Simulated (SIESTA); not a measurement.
## Bi2Te2Se under changes of volume

One of the cells (33.563 Å³/atom); the others are scaled copies at fixed shape and fractional positions:

```xyz
5
Lattice="2.1465 1.2393 10.5145 -2.1465 1.2393 10.5145 0.0000 -2.4785 10.5145" Properties=species:S:1:pos:R:3 pbc="T T T"
Bi    0.0000    0.0000   12.3563
Bi    0.0000    0.0000   19.1873
Te    0.0000    0.0000   24.6168
Te    0.0000    0.0000    6.9268
Se    0.0000    0.0000    0.0000
```

The cell is a database's computed one.

| Property | Result |
| --- | --- |
| Program | SIESTA 5.4.2 |
| Functional | PBEsol |
| Potentials or basis | PseudoDojo 0.4 standard (PBEsol files) |
| Basis | DZP (energy shift 0.003 Ry; two zetas on semicore shells) |
| Grid cutoff | 500 Ry |
| Energy shift | 0.003 Ry |
| k mesh | 7 × 7 × 7 |
| Occupations | fermi-dirac, width 0.05 eV |
| Spin | no spin polarisation |

| volume (Å³/atom) | energy over the lowest point (meV/atom) | pressure (GPa) | gap on the mesh (eV) | largest force (eV/Å) |
| --- | --- | --- | --- | --- |
| 32.193 | 15.25 | 3.1 | 0.40 | 0.799 |
| 32.878 | 4.96 | 1.8 | 0.41 | 0.590 |
| 33.563 | 0.00 | 0.6 | 0.43 | 0.406 |
| 34.933 | ? | ? | ? | ? |
| 35.618 | 11.85 | -2.2 | 0.45 | 0.108 |

Question: What does the run at 34.933 Å³/atom give?

Answer: Energy over the lowest point 3.72 meV/atom; pressure -1.4 GPa; gap on the mesh 0.44 eV; largest force 0.172 eV/Å.

Worked out: A Birch-Murnaghan fit of order 2 (a polynomial in V^(-2/3)) to the other rows has its minimum at 33.94 Å³/atom with B0 = V·E''(V) = 52 GPa at fixed shape and positions, which overstates the stiffness. It gives 3.86 meV/atom at 34.933 Å³/atom, against the run's 3.72, and -dE/dV = -1.4 GPa, against -1.4. A straight line through the other rows of the gap, of slope 0.497 eV per unit of ln V (its deformation potential), gives 0.44 eV, against the run's 0.44.

Energies are extrapolated to zero smearing.

Caveats: spin-orbit coupling is left out, which as a rule narrows the gap of such compounds by several tenths of an eV; an odd mesh through Γ misses points on the zone boundary, where band edges often lie; the basis of atomic orbitals isn't converged, which shifts pressures, moduli and gaps.
